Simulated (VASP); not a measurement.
Input of a VASP 6.6.1 run:

The input INCAR:

```
  PREC = Accurate
  ENCUT = 600
  EDIFF = 1E-7
  ISMEAR = 1
  SIGMA = 0.1
  LREAL = False
  LASPH = True
  NELM = 80
  ALGO = Normal
  ISIF = 3
  LWAVE = False
  LCHARG = False
  METAGGA = R2SCAN
  LMIXTAU = True
  IBRION = 2
  NSW = 90
  EDIFFG = -0.005
```

File KPOINTS:

```
Automatic mesh
0
Gamma
  12 12 3
```

POSCAR

```
La                                      
1.0
    3.7774708510      0.0000000000      0.0000000000
   -1.8887354255      3.2713857190     -0.0000000000
    0.0000000000      0.0000000000     12.0970384459
  La            
     4
Direct
     0.0000000000000000    0.0000000000000000    0.0000000000000000
     0.0000000000000000    0.0000000000000000    0.5000000000000000
     0.3333333332999970    0.6666666667000030    0.7500000000000000
     0.6666666667000030    0.3333333332999970    0.2500000000000000
```

Potentials or basis: VASP PAW PBE potentials, release 64 (La).

Launch:

```bash
$ cat potpaw_PBE.64/La/POTCAR > POTCAR
$ mpirun -np 1 vasp_std > vasp.out
```

(1) What does it give for the relaxed volume?

(2) Predict the band gap on the k mesh.

(3) Estimate the relaxed cell.

Answers

(1) 37.33 Å³/atom.

(2) none (metal or under the smearing width).

(3) a = 3.776 Å, b = 3.776 Å, c = 12.093 Å, α = 90.00°, β = 90.00°, γ = 120.00°.

Caveat: the PAW data sets were made with another functional, which shifts forces and pressure a little.
